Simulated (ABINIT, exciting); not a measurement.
This is a calculation of Sb for ABINIT 10.8.3 (patched build). The given cell was strained at random by a few per cent at fixed volume. This isn't the form of Sb at room conditions, which is rhombohedral.

Contents of run.abi:

```
# Pseudopotentials
pp_dirpath "./"
pseudos "Sb.upf"

# Structure
acell 3*1.0
rprim
     6.0151229766    -0.0173042221    -0.1497929207
    -0.0173042221     5.9284639160    -0.1068337767
    -0.1497929207    -0.1068337767     5.9770525541
ntypat 1
znucl 51
natom 1
typat 1
xcart
     0.0242745862     0.0204327984    -0.1307992697
chkprim 0
chksymtnons 0
tolsym 1.0e-6

# Plane-wave basis
ecut 1088.455450 eV

# k points
kptopt 1
ngkpt 8 8 8
nshiftk 1
shiftk 0.0 0.0 0.0

# Exchange and correlation
ixc -116133

# Bands and occupations
nband 12
occopt 3
tsmear 0.05 eV

# SCF cycle
nstep 100
tolvrs 1.0e-10

# Output
iomode 3
prtwf 0
prteig 0
prtebands 0
prtden 1
prtvha 1
prtvclmb 1
prtpot 1
prtelf 1
```

Potentials or basis: PseudoDojo NC SR PBEsol v0.4.1 standard.

Launch:

```bash
$ abinit run.abi > log 2>&1
```

Task: What does the same run look like in exciting (release sodium)? Potentials or basis there: all-electron LAPW+lo, shipped species files, valence relativity iora*.

Result: As run (cutoffs and basis follow the program's own potentials, and thresholds, step limits or extra output files can differ):

The input input.xml:

```xml
<input>
  <title>Sb</title>
  <structure speciespath="./" tshift="false">
    <crystal scale="1">
      <basevect>6.015122976608 -0.017304222123 -0.149792920721</basevect>
      <basevect>-0.017304222123 5.928463915985 -0.106833776730</basevect>
      <basevect>-0.149792920721 -0.106833776730 5.977052554101</basevect>
    </crystal>
    <species speciesfile="Sb.xml" rmt="2.3">
      <atom coord="0.003503000000 0.003065000000 -0.021741000000"/>
    </species>
  </structure>
  <groundstate do="fromscratch" ngridk="8 8 8" rgkmax="9" gmaxvr="14" lmaxapw="10" lmaxmat="10" lmaxvr="8" xctype="GGA_PBE_SOL" stype="Fermi Dirac" swidth="0.00183747" nempty="8" ValenceRelativity="iora*" epsengy="1e-05" epspot="1e-05" maxscl="60" tforce="true" outputlevel="normal"/>
</input>
```

Potentials or basis: all-electron LAPW+lo, shipped species files, valence relativity iora*.

The run is started by

```bash
$ OMP_NUM_THREADS=1 exciting_smp
```

Both were run:

|  | ABINIT | exciting |
| --- | --- | --- |
| Energy over the undisturbed cell | 1.3 meV/atom | 1.5 meV/atom |
